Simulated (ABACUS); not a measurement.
Write an ASE script for ABACUS 3.10.1 that does the following.

* Task: single point
* Functional: PBEsol
* Potentials or basis: PseudoDojo NC SR 0.5 PBE stringent
* Cutoff: 1252 eV
* Density cutoff: 5007 eV
* Basis: plane waves
* k mesh: 9 × 9 × 9
* Occupations: fermi-dirac, width 0.05 eV
* Spin: no spin polarisation
* Radial cutoff of the potentials (pseudo_rcut): 10 bohr
* SCF threshold on the density: 1e-08
* Max SCF steps: 100
* Eigensolver: dav
* Mixing: broyden
* Mixing share: 0.7
* Symmetry key: 1
* Bands: 18

The structure of MgO lies in MgO.cif:

```cif
data_MgO
_cell_length_a 4.19400279
_cell_length_b 4.19400279
_cell_length_c 4.19400279
_cell_angle_alpha 90.00000000
_cell_angle_beta 90.00000000
_cell_angle_gamma 90.00000000
_space_group_name_H-M_alt 'Fm-3m'
_space_group_name_Hall '-F 4 2 3'
_space_group_IT_number 225
loop_
_space_group_symop_operation_xyz
'x,y,z'
'-x,-y,-z'
'-y,x,z'
'y,-x,-z'
'-x,-y,z'
'x,y,-z'
'y,-x,z'
'-y,x,-z'
'x,-y,-z'
'-x,y,z'
'-y,-x,-z'
'y,x,z'
'-x,y,-z'
'x,-y,z'
'y,x,-z'
'-y,-x,z'
'z,x,y'
'-z,-x,-y'
'z,-y,x'
'-z,y,-x'
'z,-x,-y'
'-z,x,y'
'z,y,-x'
'-z,-y,x'
'-z,x,-y'
'z,-x,y'
'-z,-y,-x'
'z,y,x'
'-z,-x,y'
'z,x,-y'
'-z,y,x'
'z,-y,-x'
'y,z,x'
'-y,-z,-x'
'x,z,-y'
'-x,-z,y'
'-y,z,-x'
'y,-z,x'
'-x,z,y'
'x,-z,-y'
'-y,-z,x'
'y,z,-x'
'-x,-z,-y'
'x,z,y'
'y,-z,-x'
'-y,z,x'
'x,-z,y'
'-x,z,-y'
'x,y+1/2,z+1/2'
'-x,-y+1/2,-z+1/2'
'-y,x+1/2,z+1/2'
'y,-x+1/2,-z+1/2'
'-x,-y+1/2,z+1/2'
'x,y+1/2,-z+1/2'
'y,-x+1/2,z+1/2'
'-y,x+1/2,-z+1/2'
'x,-y+1/2,-z+1/2'
'-x,y+1/2,z+1/2'
'-y,-x+1/2,-z+1/2'
'y,x+1/2,z+1/2'
'-x,y+1/2,-z+1/2'
'x,-y+1/2,z+1/2'
'y,x+1/2,-z+1/2'
'-y,-x+1/2,z+1/2'
'z,x+1/2,y+1/2'
'-z,-x+1/2,-y+1/2'
'z,-y+1/2,x+1/2'
'-z,y+1/2,-x+1/2'
'z,-x+1/2,-y+1/2'
'-z,x+1/2,y+1/2'
'z,y+1/2,-x+1/2'
'-z,-y+1/2,x+1/2'
'-z,x+1/2,-y+1/2'
'z,-x+1/2,y+1/2'
'-z,-y+1/2,-x+1/2'
'z,y+1/2,x+1/2'
'-z,-x+1/2,y+1/2'
'z,x+1/2,-y+1/2'
'-z,y+1/2,x+1/2'
'z,-y+1/2,-x+1/2'
'y,z+1/2,x+1/2'
'-y,-z+1/2,-x+1/2'
'x,z+1/2,-y+1/2'
'-x,-z+1/2,y+1/2'
'-y,z+1/2,-x+1/2'
'y,-z+1/2,x+1/2'
'-x,z+1/2,y+1/2'
'x,-z+1/2,-y+1/2'
'-y,-z+1/2,x+1/2'
'y,z+1/2,-x+1/2'
'-x,-z+1/2,-y+1/2'
'x,z+1/2,y+1/2'
'y,-z+1/2,-x+1/2'
'-y,z+1/2,x+1/2'
'x,-z+1/2,y+1/2'
'-x,z+1/2,-y+1/2'
'x+1/2,y,z+1/2'
'-x+1/2,-y,-z+1/2'
'-y+1/2,x,z+1/2'
'y+1/2,-x,-z+1/2'
'-x+1/2,-y,z+1/2'
'x+1/2,y,-z+1/2'
'y+1/2,-x,z+1/2'
'-y+1/2,x,-z+1/2'
'x+1/2,-y,-z+1/2'
'-x+1/2,y,z+1/2'
'-y+1/2,-x,-z+1/2'
'y+1/2,x,z+1/2'
'-x+1/2,y,-z+1/2'
'x+1/2,-y,z+1/2'
'y+1/2,x,-z+1/2'
'-y+1/2,-x,z+1/2'
'z+1/2,x,y+1/2'
'-z+1/2,-x,-y+1/2'
'z+1/2,-y,x+1/2'
'-z+1/2,y,-x+1/2'
'z+1/2,-x,-y+1/2'
'-z+1/2,x,y+1/2'
'z+1/2,y,-x+1/2'
'-z+1/2,-y,x+1/2'
'-z+1/2,x,-y+1/2'
'z+1/2,-x,y+1/2'
'-z+1/2,-y,-x+1/2'
'z+1/2,y,x+1/2'
'-z+1/2,-x,y+1/2'
'z+1/2,x,-y+1/2'
'-z+1/2,y,x+1/2'
'z+1/2,-y,-x+1/2'
'y+1/2,z,x+1/2'
'-y+1/2,-z,-x+1/2'
'x+1/2,z,-y+1/2'
'-x+1/2,-z,y+1/2'
'-y+1/2,z,-x+1/2'
'y+1/2,-z,x+1/2'
'-x+1/2,z,y+1/2'
'x+1/2,-z,-y+1/2'
'-y+1/2,-z,x+1/2'
'y+1/2,z,-x+1/2'
'-x+1/2,-z,-y+1/2'
'x+1/2,z,y+1/2'
'y+1/2,-z,-x+1/2'
'-y+1/2,z,x+1/2'
'x+1/2,-z,y+1/2'
'-x+1/2,z,-y+1/2'
'x+1/2,y+1/2,z'
'-x+1/2,-y+1/2,-z'
'-y+1/2,x+1/2,z'
'y+1/2,-x+1/2,-z'
'-x+1/2,-y+1/2,z'
'x+1/2,y+1/2,-z'
'y+1/2,-x+1/2,z'
'-y+1/2,x+1/2,-z'
'x+1/2,-y+1/2,-z'
'-x+1/2,y+1/2,z'
'-y+1/2,-x+1/2,-z'
'y+1/2,x+1/2,z'
'-x+1/2,y+1/2,-z'
'x+1/2,-y+1/2,z'
'y+1/2,x+1/2,-z'
'-y+1/2,-x+1/2,z'
'z+1/2,x+1/2,y'
'-z+1/2,-x+1/2,-y'
'z+1/2,-y+1/2,x'
'-z+1/2,y+1/2,-x'
'z+1/2,-x+1/2,-y'
'-z+1/2,x+1/2,y'
'z+1/2,y+1/2,-x'
'-z+1/2,-y+1/2,x'
'-z+1/2,x+1/2,-y'
'z+1/2,-x+1/2,y'
'-z+1/2,-y+1/2,-x'
'z+1/2,y+1/2,x'
'-z+1/2,-x+1/2,y'
'z+1/2,x+1/2,-y'
'-z+1/2,y+1/2,x'
'z+1/2,-y+1/2,-x'
'y+1/2,z+1/2,x'
'-y+1/2,-z+1/2,-x'
'x+1/2,z+1/2,-y'
'-x+1/2,-z+1/2,y'
'-y+1/2,z+1/2,-x'
'y+1/2,-z+1/2,x'
'-x+1/2,z+1/2,y'
'x+1/2,-z+1/2,-y'
'-y+1/2,-z+1/2,x'
'y+1/2,z+1/2,-x'
'-x+1/2,-z+1/2,-y'
'x+1/2,z+1/2,y'
'y+1/2,-z+1/2,-x'
'-y+1/2,z+1/2,x'
'x+1/2,-z+1/2,y'
'-x+1/2,z+1/2,-y'
loop_
_atom_site_label
_atom_site_type_symbol
_atom_site_symmetry_multiplicity
_atom_site_Wyckoff_symbol
_atom_site_fract_x
_atom_site_fract_y
_atom_site_fract_z
_atom_site_occupancy
Mg1 Mg 4 a 0.0000000000 0.0000000000 0.0000000000 1
O1 O 4 b 0.5000000000 0.0000000000 0.0000000000 1
```

The cell is a database's computed one.

These files were run (other wordings do the same):

run_abacus.py

```python
"""ABACUS run from a structure file: ASE reads it, the script writes STRU, KPT and INPUT."""
import re
import subprocess
import spglib
from ase import Atoms
from ase.io import read
from ase.units import Bohr

atoms = read("MgO.cif")
cell, frac, numbers = spglib.standardize_cell((atoms.cell[:], atoms.get_scaled_positions(), atoms.numbers), to_primitive=True, symprec=1e-4)
atoms = Atoms(numbers=numbers, cell=cell, scaled_positions=frac, pbc=True)  # the primitive cell
atoms = atoms[(-atoms.numbers).argsort(kind="stable")]  # ABACUS lists atoms element by element
pseudo = {'Mg': 'Mg.upf', 'O': 'O.upf'}
orbital = {}
magmoms = None
kmesh = [9, 9, 9]
params = {
    'suffix': 'MgO',
    'calculation': 'scf',
    'basis_type': 'pw',
    'pseudo_dir': './',
    'symmetry': 1,
    'dft_functional': 'pbesol',
    'ecutwfc': 92,
    'pseudo_rcut': 10,
    'nspin': 1,
    'nbands': 18,
    'ks_solver': 'dav',
    'smearing_method': 'fd',
    'smearing_sigma': 0.00367493,
    'scf_thr': 1e-08,
    'scf_nmax': 100,
    'mixing_type': 'broyden',
    'mixing_beta': 0.7,
    'cal_force': 1,
    'cal_stress': 1,
    'out_chg': 1,
    'kpar': 4,
}

symbols = atoms.get_chemical_symbols()
elements = list(dict.fromkeys(symbols))
lines = ["ATOMIC_SPECIES"] + [f"{e} {atoms.get_masses()[symbols.index(e)]:.4f} {pseudo[e]}" for e in elements]
if orbital:
    lines += ["", "NUMERICAL_ORBITAL"] + [orbital[e] for e in elements]
lines += ["", "LATTICE_CONSTANT", f"{1 / Bohr:.10f}", "", "LATTICE_VECTORS"]
lines += [" ".join(f"{x:.10f}" for x in v) for v in atoms.cell]
lines += ["", "ATOMIC_POSITIONS", "Direct"]
for e in elements:
    lines += ["", e, "0.0", str(symbols.count(e))]
    for i, p in enumerate(atoms.get_scaled_positions(wrap=False)):
        if symbols[i] == e:
            mag = "" if magmoms is None else " mag " + " ".join(str(x) for x in (magmoms[i] if isinstance(magmoms[i], list) else [magmoms[i]]))
            lines.append(" ".join(f"{x:.10f}" for x in p) + " 1 1 1" + mag)
open("STRU", "w").write("\n".join(lines) + "\n")
open("KPT", "w").write("K_POINTS\n0\nGamma\n%d %d %d 0 0 0\n" % tuple(kmesh))
open("INPUT", "w").write("INPUT_PARAMETERS\n" + "".join(f"{k:<20s}{v}\n" for k, v in params.items()))

done = subprocess.run(['mpirun', '-np', '4', 'abacus'])
if done.returncode:
    raise SystemExit(done.returncode)
log = open("OUT.MgO/running_scf.log").read()
print("final energy (eV):", re.findall(r"FINAL_ETOT_IS (\S+)", log))
```

Potentials or basis: PseudoDojo NC SR 0.5 PBE stringent, plane waves.

Command:

```sh
$ OMP_NUM_THREADS=1 python run_abacus.py > log
```

Results of the run:

```json
{
 "Pressure": "2.9 GPa",
 "Band gap on the k mesh": "4.73 eV, direct"
}
```

Caveat: the potentials were made for another functional, which shifts forces and pressure.

Run time: 5.5 s on 4 MPI ranks on Intel(R) Xeon(R) Platinum 8488C (Sapphire Rapids) (shared host), peak memory 0.36 GiB a rank.
